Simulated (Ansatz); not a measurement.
# Pb (Im-3m) in Ansatz: convergence with k mesh

Aim: find how far k mesh must go before the results for Pb settle, at PBE0. This setting moves, with any that are tied to it; all else stays.

Everything below comes from runs of Ansatz 0.2.0. Logs are shortened: lines on timing, memory, paths and dates and some standing lists are left out, and cuts for length are marked.

## (1) The structure

Symmetry: Im-3m, No. 229, cubic system. The conventional cell has a = 3.959 Å, b = 3.959 Å, c = 3.959 Å, α = 90.00°, β = 90.00°, γ = 90.00°. Around Pb (site symmetry m-3m) lie 8 Pb at 3.43 Å.

This isn't the form of Pb at room conditions, which is fcc.

## (2) With k mesh 3 × 3 × 3

input.yaml

```yaml
crystal:
  lattice:
    - [-1.9796595667, 1.9796595667, 1.9796595667]
    - [1.9796595667, -1.9796595667, 1.9796595667]
    - [1.9796595667, 1.9796595667, -1.9796595667]
  atoms:
    - { symbol: Pb, position: [0.0, 0.0, 0.0] }
hamiltonian:
  xc: pbe0
  pseudopotentials: { kind: paw }
kpoints:
  mp_grid: { grid: [3, 3, 3] }
scf:
  occupations: { method: gaussian, width: 0.05 }
output:
  forces: true
  stress: true
  eigenvalues: true
```

Potentials or basis: Ansatz PAW.

Started as:

```sh
ansatz run input.yaml --threads 2 --pin off --max-ram 5632MiB --backend cpu --events-out ev --progress --plain --runs-dir out
```

What it wrote:

```text
Warning: output.stress: scf.convergence.dr2_threshold = 1e-7 eV (the SCF's general default) is looser than the 1e-10 eV advised for a printed stress (1e-10 eV for each atom of the cell: 1). What an SCF threshold leaves in a stress goes as its square root, and in the free energy as the threshold itself, and one threshold admits the most on a small cell: of the crystals measured, under no hybrid functional and no lock of the moments, on runs that ended without the residual-converged pass, on stresses that held no estimate of that error, the worst erred by over 100 MPa in a component at 1e-7 eV an atom and by under 5 at 1e-10. Set scf.convergence.dr2_threshold to 1e-10 eV or tighter. The threshold is an SCF's pass mark: one that does not reach it within its budget of iterations ends unconverged, or closes short of it on a stop that the run arms, and scf.convergence.dr2_threshold's page says what that costs each kind of run
Warning: output.stress: scf.exx.energy_threshold = 1e-6 eV is looser than the 1e-8 eV advised for a stress under a hybrid functional (1e-8 eV for each atom of the cell: 1). Every SCF of the exchange loop can meet its threshold on dr2 while the loop round them stops early: no threshold on dr2 bounds what that leaves in the stress. Set scf.exx.energy_threshold to 1e-8 eV or tighter. The threshold is the loop's pass mark: a loop that does not reach it within its budget of cycles ends unconverged, and scf.exx.energy_threshold's page has the law
Warning: RAYON_NUM_THREADS=2 ignored (pool sized by the plan → 2); use --threads N
Engine: ansatz 0.2.0, x86_64-unknown-linux-gnu
Pseudopotentials: kind: paw
Pseudopotential: Pb, paw, valence charge 14, recommended cutoff 420 eV (normal), Pb.paw.azcp
Functional definition: PBE0
  parameter a = 0.25
  parameter kappa = 0.804
  parameter beta = 0.06672455060314922
  exchange = (1 - a)*pbe_x(kappa = kappa, mu = beta*pi^2/3) + a*exact_x
  correlation = pbe_c(beta = beta)
Crystal: 1 atoms, lattice volume = 31.034 Å³
Basis set: ecut = 420 eV, 603 PW (Γ), exchange–correlation on 48×48×48 points (8 copies of the dense FFT grid, shifted against one another)
Bands: 11, of which v1, the nominal top of the filled ones, is band 7 counted from 1 (6 counted from 0)
Symmetry: 48 space group operations
Space group: Im-3m (ITA 229), of the structure as read, at distance tolerance 3.1e-5 Å
k-points: 4 of 27
Non-local potential: Pb, projectors of the file, l = 0: 2, l = 1: 2, l = 2: 2, l = 3: 2
PAW form: soft (Blöchl's): semilocal exchange-correlation on the pseudo side does not see the compensation charge
PAW frozen core: Pb, regenerated for the run's functional, and the local potential with it (the file was generated under x = pbe(κ = 0.804, μ = 0.2195149727645171), c = pbe(β = 0.06672455060314922))
PAW one-centre angular grid: Pb, 590 points (default); XC on 64 Gauss nodes
Initial density: superposition of atomic densities (neutral atoms: chi_scale 0, normalization atom), corrected by the library's trained network
Initial wavefunctions: pseudopotential atomic-orbital guess
Functional: x = pbe(κ = 0.804, μ = 0.2195149727645171), c = pbe(β = 0.06672455060314922), warm-up for x = 0.75 pbe(κ = 0.804, μ = 0.2195149727645171) + 0.25 exact, c = pbe(β = 0.06672455060314922)
SCF iter   1: F=—  HF=-11906.259184 eV  |F-HF|=—  |Δ(HF+E_count)|=         —  Δρ=3.10e-3  dr2=2.35e-3  ethr=1.77e-3  ⟨swp⟩=12.0  Hψ=218  notcnv=0
preconditioner: auto → none  [insulator: Δε(μ)=1.083 eV  Ē_g=19.839 eV  σ=0.050 eV  W_gap=0.92  n_scr=12 (ndim 8)  ℏωp=24.9 eV  f_vac=0.000  D(μ)=3.85/eV (n_scr^D=54)]
SCF iter   2: F=—  HF=-11906.259511 eV  |F-HF|=—  |Δ(HF+E_count)|=   3.27e-4  Δρ=1.61e-3  dr2=5.99e-4  ethr=1.68e-5  ⟨swp⟩=4.2  Hψ=104  notcnv=0  defer=1
[... 19 lines left out ...]
SCF iter   6: F=—  HF=-11906.859561 eV  |F-HF|=—  |Δ(HF+E_count)|=   2.08e-5  Δρ=3.49e-5  dr2=6.88e-6  ethr=2.98e-9  ⟨swp⟩=4.5  Hψ=139  notcnv=0
SCF iter   7: F=—  HF=-11906.859561 eV  |F-HF|=—  |Δ(HF+E_count)|=   5.29e-8  Δρ=2.53e-6  dr2=6.66e-6  ethr=1.88e-9  ⟨swp⟩=2.2  Hψ=72  notcnv=0
SCF iter   8: F=-11906.859611 eV  HF=-11906.859611 eV  |F-HF|=4.16e-7  |Δ(HF+E_count)|=   5.00e-5  Δρ=1.03e-4  dr2=1.86e-6  ethr=6.01e-12  ⟨swp⟩=6.2  Hψ=210  notcnv=0
SCF 2 stopped early in 8 iterations: F = -11906.859611 eV  dr2 = 1.86e-6
hybrid outer 1: dexx = +3.026e-3 eV, tail = 1.01e-5 eV
Frozen-core exchange: fock
SCF iter   1: F=—  HF=-11906.859536 eV  |F-HF|=—  |Δ(HF+E_count)|=         —  Δρ=3.65e-5  dr2=2.21e-6  ethr=3.62e-7  ⟨swp⟩=2.0  Hψ=88  notcnv=0
preconditioner: auto → none  [insulator: Δε(μ)=1.985 eV  Ē_g=22.663 eV  σ=0.050 eV  W_gap=0.92  n_scr=12 (ndim 8)  ℏωp=24.9 eV  f_vac=0.000  D(μ)=3.85/eV (n_scr^D=54)]
SCF iter   2: F=—  HF=-11906.859536 eV  |F-HF|=—  |Δ(HF+E_count)|=   5.32e-8  Δρ=1.17e-5  dr2=1.77e-6  ethr=3.93e-9  ⟨swp⟩=4.0  Hψ=104  notcnv=0
SCF iter   3: F=—  HF=-11906.859551 eV  |F-HF|=—  |Δ(HF+E_count)|=   1.49e-5  Δρ=2.09e-5  dr2=1.82e-7  ethr=2.17e-10  ⟨swp⟩=5.0  Hψ=134  notcnv=0
SCF iter   4: F=—  HF=-11906.859551 eV  |F-HF|=—  |Δ(HF+E_count)|=   6.86e-8  Δρ=2.63e-6  dr2=2.62e-8  ethr=2.17e-10  ⟨swp⟩=4.0  Hψ=105  notcnv=0
SCF iter   5: F=—  HF=-11906.859551 eV  |F-HF|=—  |Δ(HF+E_count)|=   1.12e-9  Δρ=4.41e-7  dr2=2.35e-8  ethr=1.67e-11  ⟨swp⟩=3.5  Hψ=109  notcnv=0
SCF iter   6: F=-11906.859551 eV  HF=-11906.859551 eV  |F-HF|=9.53e-10  |Δ(HF+E_count)|=   1.34e-7  Δρ=3.50e-6  dr2=2.97e-9  ethr=1.00e-12  ⟨swp⟩=5.2  Hψ=129  notcnv=0
SCF 3 converged in 6 iterations: F = -11906.859551 eV  dr2 = 2.97e-9
  Residual-converged pass: ⟨swp⟩=2.0  Hψ=53  notcnv=0  max |occ|·‖R‖ = 2.1e-6 eV (tolerance 2.4e-6 eV)  dr2=2.97e-9  dr2_onsite=8.73e-10  max |Δocc| = 0.0e0
hybrid outer 2: dexx = +6.695e-8 eV, tail = 9.94e-9 eV, Δε = 2.38e-3 eV (about 1.12e-4 eV left of the loop's levels)
hybrid SCF converged: 2 outer / 14 inner (+7 warm-up), last move |dexx| = 6.70e-8 eV, tail = 9.94e-9 eV
Stability not checked: this state was not tested for a lower state beside it, because the functional holds exact exchange (a hybrid, or Hartree-Fock), whose exchange loop this test does not read (fock_operator; see scf.lower_state_search)
Free energy (F): -11906.859551 eV
Frozen-core exchange: fock
Harris-Foulkes:  -11906.859551 eV  (|F-HF|=9.53e-10)
Internal energy: -11906.854733 eV  (E = F + TS)
E sigma→0 (E₀):  -11906.857142 eV
Entropy (-TS):   -0.004818 eV (-4.818 meV/atom)
Fermi energy:    8.880326 eV
--- Per-component energies (eV) ---
  E_band       = -70.379088
  E_kinetic    = 287.939995
  E_local      = -1029.583382  (includes V_loc(G=0)·N_el)
  E_nonlocal   = 349.954760
  E_hartree    = 410.034144
  E_xc         = -169.029151
  E_vxc        = -101.450947  (∫ρ·V_xc dr)
  E_exx        = -36.925807  (= α·E_x^exact, valence–valence)
  E_paw        = -10422.531859  (= ΣΔE_a)
  E_vpaw       = -323.455815  (= ΣTr[D̂ρ^β])
  E_aug_tail   = 0.000046  (compensation charges beyond the density's cutoff)
  E_ewald      = -1297.081552
  E_core_change = 0.368073  (= ΣΔE_core)
  E_smearing   = -0.004818  (= −TS)
  E_closure    = -0.000000  (closes the sum)
  Σ components = -11906.859551   (vs F -11906.859551, Δ=0.00e0)
--- Forces (eV/Å), atoms counted from 1 ---
  atom   1  Pb    -0.00000000     0.00000000     0.00000000
  max |Σ_I F_I| component: 2.22e-31 eV/Å
--- Stress (GPa, compression-positive) ---
       -1.350236       0.000000      -0.000000
        0.000000      -1.350236      -0.000000
       -0.000000       0.000000      -1.350236
  P = ⅓ Tr σ = -1.3502 GPa (-13.502 kbar)
--- Band table (eV) ---
  k-point 0: bands = ["-8.9973", "-8.9973", "-8.9973", "-8.7567", "-8.7567", "-2.7787", "19.1032", "19.1032", "19.1032", "22.6530", "22.6530"]
  k-point 1: bands = ["-9.0603", "-8.9773", "-8.7874", "-8.7647", "-8.7225", "-0.4040", "8.8314", "15.4997", "17.0429", "19.2512", "20.6220"]
  k-point 2: bands = ["-9.0328", "-8.8545", "-8.8545", "-8.7405", "-8.7405", "2.2534", "7.8557", "7.8557", "15.2850", "22.2387", "23.4016"]
  k-point 3: bands = ["-8.9761", "-8.9180", "-8.7689", "-8.7689", "-8.7433", "1.9543", "10.8152", "12.0910", "12.0910", "16.5658", "21.0982"]
```

Wall time 2.6 s (2 threads of Intel Xeon Platinum 8488C (Sapphire Rapids), shared host); peak memory 0.42 GiB.

Results:

```yaml
Free_energy: -11906.8596 eV
Pressure: -1.4 GPa
Band_gap_on_the_k_mesh: none (metal or under the smearing width)
```

## (3) With k mesh 4 × 4 × 4

input.yaml: that of step 2 with these lines changed.

```diff
@@ -11,3 +11,3 @@
 kpoints:
-  mp_grid: { grid: [3, 3, 3] }
+  mp_grid: { grid: [4, 4, 4] }
 scf:
```

Potentials or basis: Ansatz PAW.

Started as:

```sh
ansatz run input.yaml --threads 2 --pin off --max-ram 5632MiB --backend cpu --events-out ev --progress --plain --runs-dir out
```

Wall time 3.8 s (2 threads of Intel Xeon Platinum 8488C (Sapphire Rapids), shared host); peak memory 0.5 GiB.

Results:

```
Free energy            : -11906.6719 eV
Pressure               : -1.7 GPa
Band gap on the k mesh : none (metal or under the smearing width)
```

## (4) With k mesh 5 × 5 × 5

input.yaml: that of step 3 with these lines changed.

```diff
@@ -11,3 +11,3 @@
 kpoints:
-  mp_grid: { grid: [4, 4, 4] }
+  mp_grid: { grid: [5, 5, 5] }
 scf:
```

Started as:

```sh
ansatz run input.yaml --threads 2 --pin off --max-ram 5632MiB --backend cpu --events-out ev --progress --plain --runs-dir out
```

Wall time 6.2 s (2 threads of Intel Xeon Platinum 8488C (Sapphire Rapids), shared host); peak memory 0.64 GiB.

What came out:

| Property | Result |
| --- | --- |
| Free energy | -11906.8625 eV |
| Pressure | 1.5 GPa |
| Band gap on the k mesh | none (metal or under the smearing width) |

## (5) With k mesh 7 × 7 × 7

input.yaml: that of step 4 with these lines changed.

```diff
@@ -11,3 +11,3 @@
 kpoints:
-  mp_grid: { grid: [5, 5, 5] }
+  mp_grid: { grid: [7, 7, 7] }
 scf:
```

Started as:

```sh
ansatz run input.yaml --threads 2 --pin off --max-ram 5632MiB --backend cpu --events-out ev --progress --plain --runs-dir out
```

Run time: 15 s. Hardware: 2 threads of Intel Xeon Platinum 8488C (Sapphire Rapids), shared host; peak memory 1.1 GiB.

Results:

| Item | Value |
| --- | --- |
| Free energy | -11906.9476 eV |
| Pressure | -1.0 GPa |
| Band gap on the k mesh | none (metal or under the smearing width) |

## (6) With k mesh 9 × 9 × 9

input.yaml: that of step 5 with these lines changed.

```diff
@@ -11,3 +11,3 @@
 kpoints:
-  mp_grid: { grid: [7, 7, 7] }
+  mp_grid: { grid: [9, 9, 9] }
 scf:
```

Potentials or basis: Ansatz PAW.

Started as:

```sh
ansatz run input.yaml --threads 2 --pin off --max-ram 5632MiB --backend cpu --events-out ev --progress --plain --runs-dir out
```

It took 30 s on 2 threads of Intel Xeon Platinum 8488C (Sapphire Rapids), shared host; peak memory 2 GiB.

Results (log left out):

```yaml
Free_energy: -11906.8932 eV
Pressure: -0.8 GPa
Band_gap_on_the_k_mesh: none (metal or under the smearing width)
```

## (7) With k mesh 11 × 11 × 11

input.yaml: that of step 6 with these lines changed.

```diff
@@ -11,3 +11,3 @@
 kpoints:
-  mp_grid: { grid: [9, 9, 9] }
+  mp_grid: { grid: [11, 11, 11] }
 scf:
```

Started as:

```sh
ansatz run input.yaml --threads 2 --pin off --max-ram 5632MiB --backend cpu --events-out ev --progress --plain --runs-dir out
```

It took 64 s on 2 threads of Intel Xeon Platinum 8488C (Sapphire Rapids), shared host; peak memory 3.2 GiB.

Results (log left out):

| Quantity | Value |
| --- | --- |
| Free energy | -11906.9109 eV |
| Pressure | -0.2 GPa |
| Band gap on the k mesh | none (metal or under the smearing width) |

## (8) With k mesh 13 × 13 × 13

input.yaml: that of step 7 with these lines changed.

```diff
@@ -11,3 +11,3 @@
 kpoints:
-  mp_grid: { grid: [11, 11, 11] }
+  mp_grid: { grid: [13, 13, 13] }
 scf:
```

Started as:

```sh
ansatz run input.yaml --threads 2 --pin off --max-ram 5632MiB --backend cpu --events-out ev --progress --plain --runs-dir out
```

It took 2.1 min on 2 threads of Intel Xeon Platinum 8488C (Sapphire Rapids), shared host; peak memory 3.9 GiB.

Results (log left out):

```
Free energy            : -11906.9089 eV
Pressure               : -0.4 GPa
Band gap on the k mesh : none (metal or under the smearing width)
```

## (9) With k mesh 15 × 15 × 15

input.yaml: that of step 8 with these lines changed.

```diff
@@ -11,3 +11,3 @@
 kpoints:
-  mp_grid: { grid: [13, 13, 13] }
+  mp_grid: { grid: [15, 15, 15] }
 scf:
```

Potentials or basis: Ansatz PAW.

Started as:

```sh
ansatz run input.yaml --threads 2 --pin off --max-ram 5632MiB --backend cpu --events-out ev --progress --plain --runs-dir out
```

It took 13 min on 2 threads of Intel Xeon Platinum 8488C (Sapphire Rapids), shared host.

The run was cut off at its time limit.

## (10) The series at a glance

```csv
k mesh,"energy less the tightest run, at zero smearing (meV/atom)",pressure (GPa),SCF cycles,CPU time (s),peak memory (GiB)
3 × 3 × 3,51.62,-1.35,21,3.9,0.42
4 × 4 × 4,242.12,-1.69,20,6.2,0.5
5 × 5 × 5,46.80,1.53,19,11,0.64
7 × 7 × 7,-38.44,-1.04,17,28,1.1
9 × 9 × 9,15.63,-0.84,12,56,2
11 × 11 × 11,-1.98,-0.21,20,120,3.2
13 × 13 × 13,0.00,-0.36,18,240,3.9
15 × 15 × 15,timed out after 800 s,-,-,-,-
```

Not settled before the last step: the energy (to 1 meV/atom), the pressure (to 0.1 GPa). Meshes of other sizes hit other points, so gaps and Fermi surfaces needn't settle smoothly. The tightest run that finished is the yardstick and may itself not be fully converged.

Caveats: the PAW data sets come from PBE, with cores solved anew for the run's functional, which leaves a small shift of forces and pressure; the thresholds are loose for stress.
